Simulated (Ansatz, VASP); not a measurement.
# TiO2 (Anatase): VASP beside Ansatz

```
CELL_PARAMETERS angstrom
-1.89210 1.89210 4.75730
1.89210 -1.89210 4.75730
1.89210 1.89210 -4.75730
ATOMIC_POSITIONS crystal
Ti 0.75000 0.25000 0.50000
Ti 0.00000 0.00000 0.00000
O 0.79190 0.79190 0.00000
O 0.54190 0.04190 0.50000
O 0.95810 0.45810 0.50000
O 0.20810 0.20810 0.00000
```

Alike in both runs: task band structure; functional revPBE; k mesh 10 × 10 × 10; occupations fermi-dirac, width 0.05 eV; no spin polarisation.

```csv
,VASP,Ansatz
version,VASP 6.6.1,Ansatz 0.2.0
potentials or method,"VASP PAW PBE potentials, release 64 (Ti_sv, O)",Ansatz PAW
plane-wave cutoff (eV),520,420
valence electrons in the cell,48,48
```

```csv
,VASP,Ansatz,Ansatz less VASP
gap on the k mesh at the Fermi level (eV),2.15,2.17,+0.024
least direct gap on the mesh (eV),2.47,2.49,+0.020
gap along the band path (eV),2.13,2.15,+0.024
pressure (GPa),9.2,8.6,-0.64
largest component of the traceless stress (GPa),0.95,0.86,-0.091
rms of the force components (eV/Å),0.081,0.071,-0.0102
```

Atom by atom the forces differ by 0.010 eV/Å (rms over components).

Caveats: the PAW data sets were made with another functional, which shifts forces and pressure a little (VASP); the pressure holds a Pulay correction of +0.6 GPa for the finite cutoff (Ansatz); the PAW data sets come from PBE, with cores solved anew for the run's functional, which leaves a small shift of forces and pressure (Ansatz). A hybrid or GW would open this gap; revPBE tends to underestimate it.
